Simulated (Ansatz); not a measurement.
# CdTe: the cost of one run

Computed with Ansatz 0.2.0 (DFT, PBE, plane-wave PAW, default files, scalar-relativistic, unless a step's input says otherwise).

## Step 1: The structure to begin with

Symmetry: F-43m, No. 216, cubic system. Conventional cell: a = 6.280 Å, b = 6.280 Å, c = 6.280 Å, α = 90.00°, β = 90.00°, γ = 90.00°. Around Cd (site symmetry -43m) lie 4 Te at 2.72 Å. Te (site symmetry -43m) has 4 Cd at 2.72 Å as nearest neighbours.

Coordinates:

```
Cd Te
1.0
     0.00000    3.14000    3.14000
     3.14000    0.00000    3.14000
     3.14000    3.14000    0.00000
Cd Te
1 1
Direct
  0.00000 0.00000 0.00000
  0.25000 0.25000 0.25000
```

## Step 2: Single point at the given positions

input.yaml

```yaml
crystal:
  lattice:
    - [0.0, 3.14, 3.14]
    - [3.14, 0.0, 3.14]
    - [3.14, 3.14, 0.0]
  atoms:
    - { symbol: Cd, position: [0.0, 0.0, 0.0] }
    - { symbol: Te, position: [0.25, 0.25, 0.25] }
kpoints:
  mp_grid: { grid: [12, 12, 12] }
scf:
  occupations: { method: fermi_dirac, width: 0.02 }
hamiltonian:
  xc: pbe
  pseudopotentials: { kind: paw }
output:
  forces: true
  stress: true
  populations: true
  efg: { contact_densities: true }
```

On the command line:

```console
> ansatz run input.yaml --threads 1 --pin off --max-ram 3072MiB --backend cpu --events-out ev --progress --plain --runs-dir out
```

Q: Estimate wall time and peak memory on 1 thread of Intel Xeon 6975P-C (Granite Rapids), shared host.

About 5.9 s, with a peak of 0.53 GiB.
